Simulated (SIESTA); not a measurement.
**Pd under changes of volume**

One of the cells (14.750 Å³/atom); the others are scaled copies at fixed shape and fractional positions:

```
Pd
1.0
     0.00000    1.94650    1.94650
     1.94650    0.00000    1.94650
     1.94650    1.94650    0.00000
Pd
1
Direct
  0.00000 0.00000 0.00000
```

- Program: SIESTA 5.4.2
- Functional: PBEsol
- Potentials or basis: PseudoDojo 0.4 standard (PBEsol files)
- Basis: DZP (energy shift 0.003 Ry; two zetas on semicore shells)
- Grid cutoff: 800 Ry
- Energy shift: 0.003 Ry
- k mesh: 12 × 12 × 12
- Occupations: fermi-dirac, width 0.05 eV
- Spin: no spin polarisation

```csv
volume (Å³/atom),energy over the lowest point (meV/atom),pressure (GPa)
13.865,22.74,11.1
14.160,7.19,6.2
14.455,0.00,1.8
14.750,0.91,-2.4
15.045,8.79,-5.7
15.340,22.18,-8.5
15.635,?,?
```

Q: What does the run at 15.635 Å³/atom give?

A: Energy over the lowest point 40.61 meV/atom; pressure -11.2 GPa.

Worked out: A Birch-Murnaghan fit of order 3 (a polynomial in V^(-2/3)) to the other rows has its minimum at 14.57 Å³/atom with B0 = V·E''(V) = 198 GPa and B' = 5.5. It gives 41.03 meV/atom at 15.635 Å³/atom, against the run's 40.61, and -dE/dV = -11.5 GPa, against -11.2.

Energies are extrapolated to zero smearing.

Caveats: the basis of atomic orbitals isn't converged, which shifts pressures, moduli and gaps.
